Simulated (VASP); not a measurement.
## ZrO2 (space group P4_2/nmc): computed properties

Level of theory: PBEsol GGA, VASP's PBE PAW potentials (set 64) (plane waves; VASP).

For ZrO$_{2}$, the space group is P4_2/nmc (137). The cell is a = b = 3.5875 Å, c = 5.1794 Å, α = β = γ = 90.00°. The volume per atom is 11.11 Å³/atom and the band gap (over mesh and band path) comes out as 3.98 eV. The smallest direct gap (over mesh and band path) comes out as 4.10 eV and the band-edge character is indirect, M-Γ at 0.56 to Γ. The density comes out as 6.14 g/cm³ and the mean ε∞ (DFPT) is 5.59. The mean ε∞ (independent particles) is 5.74.

ZrO$_{2}$ is taken in the tetragonal space group P4₂/nmc, origin choice 1 (No. 137), Pearson symbol tP6. Cell: a = b = 3.587 Å, c = 5.179 Å, α = β = γ = 90.00°. Zr on 2a is surrounded by 4 O at 2.077 Å and 4 O at 2.366 Å. O on 4d is surrounded by 2 Zr at 2.077 Å and 2 Zr at 2.366 Å (tetrahedral). (Neighbours: up to the widest gap in distance over summed covalent radii, below 1.35, at either atom; cation-cation and far metal-metal contacts left out.)

The structure comes from a computed database's ZrO2 entry (P4_2/nmc); how it stands against other phases isn't given here. It was relaxed first. Symmetry was kept, so distortions that lower it aren't found.
